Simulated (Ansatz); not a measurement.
Crystal: C.

```xyz
8
Lattice="2.5221 0.0000 0.0000 -1.2611 2.1842 0.0000 0.0000 0.0000 8.2371" Properties=species:S:1:pos:R:3 pbc="T T T"
C     1.2611    0.7281    6.9501
C     0.0000    1.4561    2.8315
C     1.2611    0.7281    5.4056
C     0.0000    1.4561    1.2870
C     0.0000    0.0000    7.4649
C     0.0000    0.0000    3.3463
C     0.0000    0.0000    4.8908
C     0.0000    0.0000    0.7722
```

This is a hexagonal form of diamond, not graphite.

* Program: Ansatz 0.2.0
* Task: relaxation of cell and atoms
* Functional: BLYP
* Potentials or basis: Ansatz PAW
* Cutoff: 420 eV (not typed: the program's choice for these potentials)
* k mesh: 12 × 12 × 4
* Occupations: fermi-dirac, width 0.05 eV
* Spin: no spin polarisation

At the start: volume 5.67 Å³/atom.

Task: How do energy, volume and symmetry change on relaxing?

Result: It ends after 8 steps and the volume is 5.83 Å³/atom (+2.7 %); space group P6_3/mmc (No. 194, to 0.05 Å).

The path:
```tsv
step	energy change (eV)	largest force (eV/Å)	volume (Å³)
1	0.0000	0.3414	45.38
2	-0.0431	0.3803	46.10
3	-0.0516	0.1280	46.53
4	-0.0521	0.0205	46.56
5	-0.0521	0.0005	46.57
6	-0.0625	0.0032	46.57
7	-0.0622	0.0002	46.61
8	-0.0625	0.0002	46.61
```

Final structure:
```
C
1.0
     2.53634    0.00000    0.00000
    -1.26817    2.19653    0.00000
     0.00000    0.00000    8.36558
C
8
Direct
  0.66667 0.33333 0.84453
  0.33333 0.66667 0.34453
  0.66667 0.33333 0.65547
  0.33333 0.66667 0.15547
  0.00000 0.00000 0.90703
  0.00000 0.00000 0.40703
  0.00000 0.00000 0.59297
  0.00000 0.00000 0.09297
```

Caveat: the plane-wave basis is chosen anew once the cell has moved, so the energies of steps on either side of that aren't comparable; the pressure holds a Pulay correction of +1.2 GPa for the finite cutoff; the PAW data sets come from PBE, with cores solved anew for the run's functional, which leaves a small shift of forces and pressure.
